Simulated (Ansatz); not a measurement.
# Two Ansatz runs on Pt

The cell comes from COD entry 9012957, which wasn't checked; take it as a given geometry. It is an old determination, and later ones may differ.

First run: DFT, PBEsol, all-electron LAPW, scalar-relativistic (Ansatz 0.2.0).

Command: `ansatz run input.yaml --threads 1 --pin off --max-ram 2048MiB --backend cpu --events-out ev --progress --plain --runs-dir out` The run took 30 s on 1 thread of Arm Neoverse V1, on a shared host, peak memory 0.48 GiB.

```yaml
crystal:
  lattice:
    - [0.0, 1.9579, 1.9579]
    - [1.9579, 0.0, 1.9579]
    - [1.9579, 1.9579, 0.0]
  atoms:
    - { symbol: Pt, position: [0.0, 0.0, 0.0] }
kpoints:
  mp_grid: { grid: [18, 18, 18] }
  band_path:
    path:
      - [0.0, 0.0, 0.0]
      - [0.5, 0.0, 0.5]
      - [0.625, 0.25, 0.625]
      - [0.375, 0.375, 0.75]
      - [0.0, 0.0, 0.0]
      - [0.5, 0.5, 0.5]
      - [0.5, 0.25, 0.75]
      - [0.5, 0.0, 0.5]
    npoints: 5
scf:
  occupations: { method: fermi_dirac, width: 0.03 }
hamiltonian:
  xc: pbesol
  pseudopotentials: { kind: all_electron, lapw: { basis_error: 0.00025 } }
output:
  forces: true
  stress: true
  eigenvalues: true
```

Result: converged; pressure 0.42 GPa; no gap on the k mesh; 8 SCF iterations.

No spin–orbit coupling, which matters for the heavy atoms here.

The input is then changed:

```diff
@@ -20,5 +20,6 @@
     npoints: 5
 scf:
-  occupations: { method: fermi_dirac, width: 0.03 }
+  occupations: { method: gaussian, width: 0.2 }
+  mixing: { algorithm: broyden, beta: 0.1 }
 hamiltonian:
   xc: pbesol
```

Task: Predict the outcome of the changed run.

Result: It converged; pressure 0.71 GPa; no gap on the k mesh; 12 SCF iterations. Some of these settings are too coarse for converged properties.
